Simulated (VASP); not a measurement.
MoSe2:

```
Mo Se
1.0
     3.33840    0.00000    0.00000
    -1.66920    2.89114    0.00000
     0.00000    0.00000   14.81158
Mo Se
2 4
Direct
  0.33333 0.66667 0.25000
  0.66667 0.33333 0.75000
  0.33333 0.66667 0.63658
  0.66667 0.33333 0.13658
  0.33333 0.66667 0.86342
  0.66667 0.33333 0.36342
```

The cell isn't the ideal one: a relaxed cell with its volume scaled by 1.02.

- Program: VASP 6.6.1
- Task: relaxation of shape and atoms at fixed volume
- Functional: PBE
- Potentials or basis: VASP PAW PBE potentials, release 64 (Mo, Se)
- Cutoff: 300 eV
- k mesh: 5 × 5 × 1
- Occupations: gaussian, width 0.03 eV
- Spin: no spin polarisation

At the start: pressure -2.1 GPa; volume 23.83 Å³/atom.

Q: Where does the relaxation end?

A: Over 6 steps the energy falls by 2.9 meV/atom; space group P6_3/mmc (No. 194, to 0.05 Å).

Step by step:
```csv
step,energy change (eV),largest force (eV/Å),pressure (GPa)
1,0.0000,0.2946,-2.05
2,-0.0093,0.0460,-1.08
3,-0.0094,0.0264,-1.01
4,-0.0143,0.0147,-0.66
5,-0.0176,0.0052,-0.10
6,-0.0176,0.0073,-0.04
```

Final structure:
```cif
data_structure
_symmetry_space_group_name_H-M 'P 1'
_symmetry_Int_Tables_number 1
_cell_length_a 3.3176
_cell_length_b 3.3176
_cell_length_c 14.9982
_cell_angle_alpha 90.000
_cell_angle_beta 90.000
_cell_angle_gamma 120.000
_cell_volume 142.96
loop_
_atom_site_label
_atom_site_type_symbol
_atom_site_fract_x
_atom_site_fract_y
_atom_site_fract_z
_atom_site_occupancy
Mo1 Mo 0.33333 0.66667 0.25000 1
Mo2 Mo 0.66667 0.33333 0.75000 1
Se1 Se 0.33333 0.66667 0.63876 1
Se2 Se 0.66667 0.33333 0.13876 1
Se3 Se 0.33333 0.66667 0.86124 1
Se4 Se 0.66667 0.33333 0.36124 1
```

Caveat: the k mesh is coarse (spacing up to 0.43 Å⁻¹), so the values aren't converged; this functional lacks dispersion, which binds the layers, so the pressure and a relaxed spacing across them are unreliable.
